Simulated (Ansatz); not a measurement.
# Ru (fcc)

Computed with Ansatz (plane waves, PAW, 420 eV cutoff): PBE with spin–orbit coupling, two-component spinors, Γ-centred 18×18×18 mesh, 0.05 eV Gaussian smearing; PAW files: Ansatz's generated set soft_2.

```cif
data_structure
_symmetry_space_group_name_H-M 'P 1'
_symmetry_Int_Tables_number 1
_cell_length_a 2.6945
_cell_length_b 2.6945
_cell_length_c 2.6945
_cell_angle_alpha 60.000
_cell_angle_beta 60.000
_cell_angle_gamma 60.000
_cell_volume 13.83
loop_
_atom_site_label
_atom_site_type_symbol
_atom_site_fract_x
_atom_site_fract_y
_atom_site_fract_z
_atom_site_occupancy
Ru1 Ru 0.00000 0.00000 0.00000 1
```

At room temperature and ambient pressure Ru is hcp.

Q: Which orbitals carry the states at the Fermi level, and how many states are there?

A: Within 0.1 eV of it: Ru 4d 96 % (shares among the projected shells). The density of states at the Fermi level is about 1.1 states/eV per cell, averaged over 0.3 eV.

Density of states (tetrahedra, averaged over 0.3 eV; states/eV per cell of 1 atom; energy in eV from the Fermi level; projections on Löwdin-orthogonalised atomic orbitals, summed over sites):

```csv
E,total,Ru 4d,Ru 5s
-5.80,0.73,0.52,0.20
-5.50,1.26,0.98,0.26
-5.20,1.82,1.49,0.30
-4.90,1.70,1.50,0.18
-4.60,1.38,1.26,0.10
-4.30,1.04,0.97,0.06
-4.00,1.16,1.11,0.04
-3.70,1.22,1.16,0.04
-3.40,1.05,0.99,0.05
-3.10,1.24,1.15,0.07
-2.80,1.31,1.21,0.08
-2.50,1.55,1.41,0.10
-2.20,2.17,2.02,0.10
-1.90,1.44,1.33,0.08
-1.60,1.25,1.14,0.08
-1.30,1.10,1.00,0.06
-1.00,1.08,0.99,0.05
-0.70,1.33,1.24,0.06
-0.40,1.37,1.28,0.05
-0.10,1.12,1.05,0.05
0.20,1.03,0.96,0.04
0.50,1.00,0.94,0.04
0.80,1.01,0.96,0.04
1.10,1.15,1.10,0.04
1.40,1.61,1.55,0.05
1.70,1.58,1.52,0.05
2.00,0.83,0.76,0.06
2.30,0.29,0.20,0.07
2.60,0.24,0.13,0.08
2.90,0.24,0.12,0.09
3.20,0.24,0.11,0.10
3.50,0.25,0.10,0.10
3.80,0.25,0.09,0.10
4.10,0.25,0.08,0.10
4.40,0.25,0.07,0.10
4.70,0.25,0.06,0.10
5.00,0.25,0.05,0.10
```
